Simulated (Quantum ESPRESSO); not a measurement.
**TiO2: anatase against rutile under pressure**

Which form of TiO2 has the lower enthalpy, and does pressure change the order? Both are relaxed at the same set pressures.

Calculated with Quantum ESPRESSO 7.5, PBEsol, PseudoDojo 0.4.1 norm-conserving potentials, cutoff 1170 eV, Fermi–Dirac smearing 0.02 eV, k-mesh 10×10×10, no spin polarisation, no spin-orbit coupling.

The rutile cell takes smearing 0.02 eV and a 6×6×9 mesh.

Near zero pressure the anatase cell (I4_1/amd, 6 atoms) is a = 5.4696 Å, b = 5.4696 Å, c = 5.4696 Å, α = 139.73°, β = 139.73°, γ = 58.26°; the rutile cell (P4_2/mnm, 6 atoms) is a = 4.5865 Å, b = 4.5865 Å, c = 2.9383 Å, α = 90.00°, β = 90.00°, γ = 90.00°.

```csv
P (GPa),"V, anatase (Å³)","V, rutile (Å³)",ΔE (meV),ΔH = ΔE + PΔV (meV)
−4,34.642,31.487,60.0,138.7
0,33.876,30.905,62.2,62.2
5,32.986,30.259,58.4,−26.8
10,32.157,29.685,46.4,−107.9
15,31.384,29.168,26.3,−181.1
30,29.350,27.855,−74.0,−353.8
```

Values are for a formula unit, differences are rutile less anatase, and 1 GPa Å³ = 6.2415 meV. **Question.** Give ΔH at 20 GPa, a row left out above, and the pressure at which the two forms cross, if they do.

Least squares with ΔH = h0 + h1 P + h2 P² gives h0 = 62.1 meV, h1 = −18.56 meV/GPa and h2 = 0.156 meV/GPa². Since dH/dP = V, the slope should equal ΔV: −2.971 Å³ × 6.2415 = −18.54 meV/GPa at 0 GPa. At 20 GPa the fit gives −246.5 meV. The run itself gives −246.3 meV, so the estimate misses by 0.2 meV; the fitted rows themselves lie up to 0.1 meV off the law.

ΔH passes through zero at 3.4 GPa, above which the rutile form is lower. Semilocal functionals are known to favour anatase over rutile, against calorimetry. This compares two forms alone, at zero temperature, without vibrations or barriers; other forms may lie lower.

[Logs are printed without paths, hosts, clocks, repeated set-up lines and the standing remarks that a program may print on its own settings, such as how far it seeks lower states.]
